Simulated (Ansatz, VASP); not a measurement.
# Two plane-wave programs on Sb

```
CELL_PARAMETERS angstrom
3.22530 0.00000 0.00000
0.00000 3.22530 0.00000
0.00000 0.00000 3.22530
ATOMIC_POSITIONS crystal
Sb 0.00000 0.00000 0.00000
```

Alike in both runs: task single point; functional PBE; k mesh 11 × 11 × 11; occupations fermi-dirac, width 0.1 eV; no spin polarisation.

|  | VASP | Ansatz |
| --- | --- | --- |
| version | VASP 6.6.1 | Ansatz 0.2.0 |
| potentials or method | VASP PAW PBE potentials, release 64 (Sb) | plane waves (420 eV) with PAW, scalar-relativistic |
| plane-wave cutoff (eV) | 520 | 420 |
| valence electrons in the cell | 5 | 15 |

Ansatz gave:

| Quantity | Value |
| --- | --- |
| pressure (GPa) | -4.4 |

Problem. Which values does VASP return?

Solution. Pressure (GPa): -4.5.

The two sets of potentials don't hold the same shells in valence.

Spin-orbit coupling is left out, which matters for the levels of Sb.
